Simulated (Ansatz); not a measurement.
Level of theory: Ansatz, DFT PBE, scalar-relativistic, plane waves, PAW. All cells share a 420 eV cutoff and Γ-centred k meshes spaced at most about 0.3 Å⁻¹ (about 0.25 or finer for metals, 2π included). No spin polarisation.

Temperature and zero-point effects are left out.

Question: Which of these relaxed structures of LiH is the lowest in energy?
1. Space group P4_2/mmc (No. 131), tetragonal, a = 2.834 Å, c = 5.136 Å. Li is surrounded by 4 H at 1.91 Å; around H lie 4 Li at 1.91 Å.
2. Space group P-3m1 (No. 164), trigonal, a = 2.813 Å, c = 11.842 Å. Li on a site of symmetry 3m has 6 H at 1.99–2.04 Å; around Li on a site of symmetry -3m lie 6 H at 2.03 Å; Li on a second site of symmetry 3m is surrounded by 6 H at 1.99 Å; around H on a site of symmetry 3m lie 6 Li at 1.99 Å; 2 more sites not described.
3. Space group F-43m (No. 216), cubic, a = 4.288 Å. Li is surrounded by 4 H at 1.86 Å; around H lie 4 Li at 1.86 Å.

Answer: 2. The next of these, cell 3, lies 26 meV/atom higher. Forms: cell 2 P-3m1; cell 3 zinc blende type, F-43m; cell 1 P4_2/mmc. Counting H atoms around Li (those within 1.25 times the shortest such distance or 1.15 times the sum of covalent radii, 1.27 where that leaves under three): cell 2 has Li 6; cell 3 has Li 4; cell 1 has Li 4. All come from invented guesses. Shaken at random and relaxed again, cell 2 came back. The lowest form computed isn't among them: it has the rock salt type, space group Fm-3m (No. 225), 8.0 Å³/atom, is reached from a cell as deposited in COD and lies 22 meV/atom below the best shown.

For metals, differences of a few meV/atom aren't resolved. With hydrogen, zero-point motion can shift such differences by 10 meV/atom or more. Cells without such a test can be saddle points. Some candidate types were left out of the draw beforehand, so a known form may be missing.
